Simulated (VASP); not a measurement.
# FeO (Wuestite) (R-3m) in VASP: settings compared, part 3 of 3

VASP 6.6.1.

**5. Electric field gradients, PBEsol, collinear spin, ferromagnetic start (volume scaled by 0.96)**

INCAR

```
PREC = Accurate
ENCUT = 520
EDIFF = 1E-8
ISMEAR = 0
SIGMA = 0.1
LREAL = False
LASPH = True
NELM = 150
ALGO = Normal
ISIF = 2
LWAVE = False
LCHARG = False
ISPIN = 2
MAGMOM = 3 3 3 0 0 0
LORBIT = 11
LMAXMIX = 4
GGA = PS
LEFG = True
```

FeO.cif

```cif
data_FeO
_cell_length_a 2.99658756
_cell_length_b 2.99658756
_cell_length_c 7.45657431
_cell_angle_alpha 90.00000000
_cell_angle_beta 90.00000000
_cell_angle_gamma 120.00000000
_space_group_name_H-M_alt 'R-3m'
_space_group_name_Hall '-R 3 2"'
_space_group_IT_number 166
loop_
_space_group_symop_operation_xyz
'x,y,z'
'-x,-y,-z'
'-y,x-y,z'
'y,-x+y,-z'
'-x+y,-x,z'
'x-y,x,-z'
'y,x,-z'
'-y,-x,z'
'x-y,-y,-z'
'-x+y,y,z'
'-x,-x+y,-z'
'x,x-y,z'
'x+2/3,y+1/3,z+1/3'
'-x+2/3,-y+1/3,-z+1/3'
'-y+2/3,x-y+1/3,z+1/3'
'y+2/3,-x+y+1/3,-z+1/3'
'-x+y+2/3,-x+1/3,z+1/3'
'x-y+2/3,x+1/3,-z+1/3'
'y+2/3,x+1/3,-z+1/3'
'-y+2/3,-x+1/3,z+1/3'
'x-y+2/3,-y+1/3,-z+1/3'
'-x+y+2/3,y+1/3,z+1/3'
'-x+2/3,-x+y+1/3,-z+1/3'
'x+2/3,x-y+1/3,z+1/3'
'x+1/3,y+2/3,z+2/3'
'-x+1/3,-y+2/3,-z+2/3'
'-y+1/3,x-y+2/3,z+2/3'
'y+1/3,-x+y+2/3,-z+2/3'
'-x+y+1/3,-x+2/3,z+2/3'
'x-y+1/3,x+2/3,-z+2/3'
'y+1/3,x+2/3,-z+2/3'
'-y+1/3,-x+2/3,z+2/3'
'x-y+1/3,-y+2/3,-z+2/3'
'-x+y+1/3,y+2/3,z+2/3'
'-x+1/3,-x+y+2/3,-z+2/3'
'x+1/3,x-y+2/3,z+2/3'
loop_
_atom_site_label
_atom_site_type_symbol
_atom_site_symmetry_multiplicity
_atom_site_Wyckoff_symbol
_atom_site_fract_x
_atom_site_fract_y
_atom_site_fract_z
_atom_site_occupancy
Fe1 Fe 3 a 0.0000000000 0.0000000000 0.0000000000 1
O1 O 3 b 0.6666666667 0.3333333333 0.8333333333 1
```

KPOINTS

```
regular mesh
0
Gamma
  10 10 4
```

POSCAR

```
Fe O 
 1.0000000000000000
     2.9965875600000000    0.0000000000000000    0.0000000000000000
    -1.4982937799999994    2.5951209516244260    0.0000000000000000
     0.0000000000000000    0.0000000000000000    7.4565743099999997
 Fe  O  
   3   3
Cartesian
  0.0000000000000000  0.0000000000000000  0.0000000000000000
  1.4982937800000002  0.8650403172081420  2.4855247699999996
  0.0000000000000005  1.7300806344162840  4.9710495399999992
  1.4982937801498299  0.8650403171216379  6.2138119247514476
 -0.0000000001498293  1.7300806345027882  1.2427623852485521
  2.9965875598501701  0.0000000000865040  3.7282871552485521
```

Potentials or basis: VASP PAW PBE potentials, release 64 (Fe, O).

Started as:

```bash
$ ase convert -i cif -o vasp FeO.cif POSCAR
$ cat potpaw_PBE.64/Fe/POTCAR potpaw_PBE.64/O/POTCAR > POTCAR
$ mpirun -np 1 vasp_std > vasp.out
```

OUTCAR:

```text
PREC = Accurate
   ENCUT = 520
   EDIFF = 1E-8
   ISMEAR = 0
   LREAL = False
   LASPH = True
   NELM = 150
   ISIF = 2
   ISPIN = 2
   LORBIT = 11
   GGA = PS

 ion  position               nearest neighbor table
   1  0.000  0.000  0.000-   4 2.13   5 2.13   4 2.13   5 2.13   4 2.13   5 2.13   2 3.03   3 3.03
                             3 3.03   2 3.03   2 3.03   3 3.03
   2  0.667  0.333  0.333-   5 2.13   5 2.13   5 2.13   6 2.13   6 2.13   6 2.13   3 3.03   3 3.03
                             3 3.03   1 3.03   1 3.03   1 3.03
   3  0.333  0.667  0.667-   6 2.13   4 2.13   6 2.13   4 2.13   4 2.13   6 2.13   2 3.03   2 3.03
                             2 3.03   1 3.03   1 3.03   1 3.03
   4  0.667  0.333  0.833-   3 2.13   3 2.13   3 2.13   1 2.13   1 2.13   1 2.13
   5  0.333  0.667  0.167-   2 2.13   2 2.13   2 2.13   1 2.13   1 2.13   1 2.13
   6  1.000  0.000  0.500-   3 2.13   3 2.13   3 2.13   2 2.13   2 2.13   2 2.13

  LATTYP: Found a hexagonal cell.
 ALAT       =     2.9965875600
[... 1896 lines left out ...]
 eta: asymmetry parameters     (V_yy - V_xx)/ V_zz
 Q  : nuclear electric quadrupole moment in mb (millibarn)
----------------------------------------------------------------------
 ion       Cq(MHz)       eta       Q (mb)
----------------------------------------------------------------------
   1       0.003       0.003       1.000
   2       0.003       0.002       1.000
   3       0.003       0.002       1.000
   4       0.007       0.002       1.000
   5       0.007       0.002       1.000
   6       0.007       0.002       1.000
----------------------------------------------------------------------

 total charge

# of ion       s       p       d       tot
------------------------------------------
    1        0.303   0.389   6.112   6.804
    2        0.303   0.389   6.112   6.804
    3        0.303   0.389   6.112   6.804
    4        1.551   3.434   0.000   4.985
    5        1.551   3.434   0.000   4.985
    6        1.551   3.434   0.000   4.985
--------------------------------------------------
tot          5.561  11.469  18.336  35.366

 magnetization (x)

# of ion       s       p       d       tot
------------------------------------------
    1        0.026   0.022   3.557   3.605
    2        0.026   0.022   3.557   3.605
    3        0.026   0.022   3.557   3.605
    4        0.032   0.279   0.000   0.311
    5        0.032   0.279   0.000   0.311
    6        0.032   0.279   0.000   0.311
--------------------------------------------------
tot          0.173   0.903  10.671  11.748
```

Wall time 2.3 min (1 thread of AMD EPYC 9R45 (Zen 5), shared host); peak memory 0.24 GiB.

What came out:

| Quantity | Value |
| --- | --- |
| Free energy | -47.5915 eV |
| Pressure | -1.7 GPa |
| Band gap on the k mesh | none (metal or under the smearing width) |
| Net moment | 12.00 μB per cell |
| Site moments | Fe +3.60; O +0.31 μB |
| Valence electrons inside the program's atomic spheres | Fe 6.80; O 4.99 |

Electric field gradients, principal values (V/Å²):
```tsv
atom	Vxx	Vyy	Vzz
1 Fe	-0.530	-0.532	1.062
2 Fe	-0.528	-0.531	1.059
3 Fe	-0.528	-0.531	1.059
4 O	-1.506	-1.512	3.018
5 O	-1.506	-1.512	3.018
6 O	-1.505	-1.511	3.017
```

Caveat: the PAW data sets were made with another functional, which shifts forces and pressure a little; semilocal functionals often make such compounds metallic where correlation or magnetic order opens a gap, which also shifts bond lengths; only a ferromagnetic start was run, and an antiferromagnetic order may lie lower in energy.

**6. Relaxation of the atoms, optB86b-vdW+U, collinear spin, random start (cell strained at random at fixed volume)**

run.py

```python
from ase.calculators.vasp import Vasp
from ase.io import read
from ase.optimize import BFGS

atoms = read('FeO.xyz')
atoms.set_initial_magnetic_moments([1.07, 0.0])
calc = Vasp(
    directory='calc',
    xc='optb86b-vdw',
    pp='PBE',
    setups={'base': 'minimal', 'O': '_s'},
    prec='Accurate',
    encut=400,
    ediff=1e-06,
    ismear=0,
    sigma=0.05,
    lreal=False,
    lasph=True,
    nelm=100,
    algo='Fast',
    isif=2,
    lwave=True,
    lcharg=False,
    ispin=2,
    lorbit=11,
    nupdown=0,
    lmaxmix=4,
    ldautype=2,
    ldauprint=1,
    ldau_luj={'Fe': {'L': 2, 'U': 6.2, 'J': 0}},
    kpts=[11, 11, 11],
    gamma=True,
)
atoms.calc = calc
opt = BFGS(atoms, trajectory='relax.traj')
converged = opt.run(fmax=0.01, steps=40)
print('converged:', converged)

print('energy (eV):', atoms.get_potential_energy())
print('free energy (eV):', atoms.get_potential_energy(force_consistent=True))
print('forces (eV/A):')
print(atoms.get_forces())
print('stress (eV/A^3, Voigt):', atoms.get_stress())
print('Fermi level (eV):', calc.get_fermi_level())
print('moment (muB):', atoms.get_magnetic_moment())
print('site moments (muB):', atoms.get_magnetic_moments())
print('cell (A, degrees):', atoms.cell.cellpar())
print('volume (A^3):', atoms.get_volume())
print('scaled positions:')
print(atoms.get_scaled_positions())
```

FeO.xyz

```xyz
2
Lattice="1.4971450000 0.9075020000 2.5240780000 -1.5059500000 0.8856070000 2.5370060000 -0.0233640000 -1.7574390000 2.5181270000" Properties=species:S:1:pos:R:3 pbc="T T T"
Fe     0.0000000000      0.0000000000      0.0000000000
O     -0.0160845000      0.0178350000      3.7896055000
```

Potentials or basis: VASP PAW PBE potentials, release 64 (Fe, O_s).

Started as:

```bash
$ python run.py
```

Run time: 7.2 min. Hardware: 1 thread of AMD EPYC 9R45 (Zen 5), shared host; peak memory 0.37 GiB.

It converged, with:

```
Free energy                                           : -7.3129 eV
Pressure after relaxing                               : -20.6 GPa
Net moment                                            : 0.00 μB per cell
Valence electrons inside the program's atomic spheres : Fe 6.88; O 5.90
```

Stress tensor (GPa, compression positive):
```
-17.22  -1.67   1.33
 -1.67 -21.60  -1.37
  1.33  -1.37 -23.00
```

Final structure:
```yaml
crystal:
  lattice:
    - [1.49714, 0.90750, 2.52408]
    - [-1.50595, 0.88561, 2.53701]
    - [-0.02336, -1.75744, 2.51813]
  atoms:
    - { symbol: Fe, position: [0.00000, 0.00000, 0.00000] }
    - { symbol: O, position: [0.50000, 0.50000, 0.50000] }
```

Eigenvalues of the final occupation matrices:
```
    site  spin  trace               eigenvalues
site 1 d     1   3.15  0.11 0.12 0.97 0.97 0.97
site 1 d     2   3.15  0.11 0.12 0.97 0.97 0.97
```

Caveat: the moment is held away from its start; the relaxation stopped at its first step, so nothing moved; the PAW data sets were made with another functional, which shifts forces and pressure a little; the total moment is fixed, so each spin has its own Fermi level.

**7. For comparison**

An earlier run on the cell as given: functional PBE; potentials or basis VASP PAW PBE potentials, release 64 (Fe, O); cutoff 520 eV; k mesh 11 × 11 × 11; occupations fermi-dirac, width 0.05 eV; collinear spin, ferromagnetic start; starting moments [3.0, 0.0] μB.

* Pressure: -1.1 GPa
* Band gap on the k mesh: none (metal or under the smearing width)
* Net moment: 4.00 μB per cell
* Site moments: Fe +3.62; O +0.30 μB
* Valence electrons inside the program's atomic spheres: Fe 6.72; O 4.99

**8. Summary**

```tsv
task	level	potentials or basis	spin	U	fixed moment (μB)	cell	k mesh	cutoff (eV)	smearing	LDAUTYPE	hund's J	supercell matrix	optimiser	other keys	gap on the mesh (eV)	pressure (GPa)	moment (μB)
electron localisation function	LDA+U	VASP PAW LDA potentials, release 64 (Fe, O)	collinear, antiferromagnetic start	Fe d U = 5 eV, J = 0.5 eV	0	as given	10 × 10 × 10	520	gaussian 0.05 eV	1	0.5	[0, 1, 1, 1, 0, 1, 1, 1, 0]	-	several, not listed	-	-14.1	0.00
band structure	RPBE+D4+U	VASP PAW PBE potentials, release 64 (Fe, O)	non-collinear, zero start	Fe d U = 5.3 eV	-	atoms moved at random, drawn with an rms of 0.1 Å	8 × 8 × 8	500	gaussian 0.1 eV	-	-	-	-	-	3.00	-12.3	0.00
electric field gradients	PBEsol	VASP PAW PBE potentials, release 64 (Fe, O)	collinear, ferromagnetic start	-	-	volume scaled by 0.96	10 × 10 × 4	520	gaussian 0.1 eV	-	-	-	-	ISMEAR = 0; SIGMA = 0.1	none	-1.7	12.00
relaxation of the atoms	optB86b-vdW+U	VASP PAW PBE potentials, release 64 (Fe, O_s)	collinear, random start	Fe d U = 6.2 eV	0	atoms relaxed from: cell strained at random at fixed volume	11 × 11 × 11	400	gaussian 0.05 eV	-	-	-	BFGS	-	-	-20.6	0.00
single point	PBE	VASP PAW PBE potentials, release 64 (Fe, O)	collinear, ferromagnetic start	-	-	as given	11 × 11 × 11	520	fermi-dirac 0.05 eV	-	-	-	-	-	none	-1.1	4.00
```

Caveats: the PAW data sets were made with another functional, which shifts forces and pressure a little (some runs); the total moment is fixed, so each spin has its own Fermi level (some runs); semilocal functionals often make such compounds metallic where correlation or magnetic order opens a gap, which also shifts bond lengths (some runs); the moment is held away from its start (some runs); the relaxation stopped at its first step, so nothing moved (some runs); a cell with one magnetic atom can't hold antiferromagnetic order, which such compounds often take (some runs).

Total energies depend on the potentials used, so only differences within one code and one set of settings carry meaning.
